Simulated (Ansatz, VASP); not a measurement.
## C in VASP and in Ansatz

File INCAR:

```
  PREC = Accurate
  ENCUT = 520
  EDIFF = 1E-6
  ISMEAR = 0
  SIGMA = 0.01
  LREAL = False
  LASPH = True
  NELM = 60
  ALGO = Normal
  ISIF = 2
  LWAVE = False
  LCHARG = True
  GGA = PS
  LELF = True
  LVHAR = True
  NBANDS = 11
```

The input KPOINTS:

```
Automatic mesh
0
Gamma
  10 10 10
```

File POSCAR:

```
C
1.0
    0.0000000000      1.7833700000      1.7833700000
    1.7833700000      0.0000000000      1.7833700000
    1.7833700000      1.7833700000      0.0000000000
C
2
Direct
    0.0000000000      0.0000000000      0.0000000000
    0.2500000000      0.2500000000      0.2500000000
```

Input for Ansatz:

```yaml
crystal:
  lattice:
    - [0.0, 1.78337, 1.78337]
    - [1.78337, 0.0, 1.78337]
    - [1.78337, 1.78337, 0.0]
  atoms:
    - { symbol: C, position: [0.0, 0.0, 0.0] }
    - { symbol: C, position: [0.25, 0.25, 0.25] }
kpoints:
  mp_grid:
    grid: [10, 10, 10]
    shift: [0.0, 0.0, 0.0]
  band_path:
    path:
      - [0.375, 0.375, 0.75]
      - [0.0, 0.0, 0.0]
      - [0.5, 0.5, 0.5]
      - [0.5, 0.25, 0.75]
      - [0.5, 0.0, 0.5]
    npoints: 10
hamiltonian:
  xc: pbesol
  pseudopotentials:
    kind: paw
scf:
  n_extra_bands: 8
  occupations:
    method: fixed
```

This isn't the form of C at room conditions, which is graphite.

Alike in both runs: task single point; functional PBEsol; k mesh 10 × 10 × 10; no spin polarisation.

|  | VASP | Ansatz |
| --- | --- | --- |
| version | VASP 6.6.1 | Ansatz 0.2.0 |
| potentials or method | VASP PAW PBE potentials, release 64 (C) | plane waves, PAW |
| plane-wave cutoff (eV) | 520 | 420 |
| occupations | gaussian, width 0.01 eV | fixed |
| valence electrons in the cell | 8 | 8 |

```csv
,VASP,Ansatz,Ansatz less VASP
gap on the k mesh at the Fermi level (eV),4.04,4.04,+0.007
```
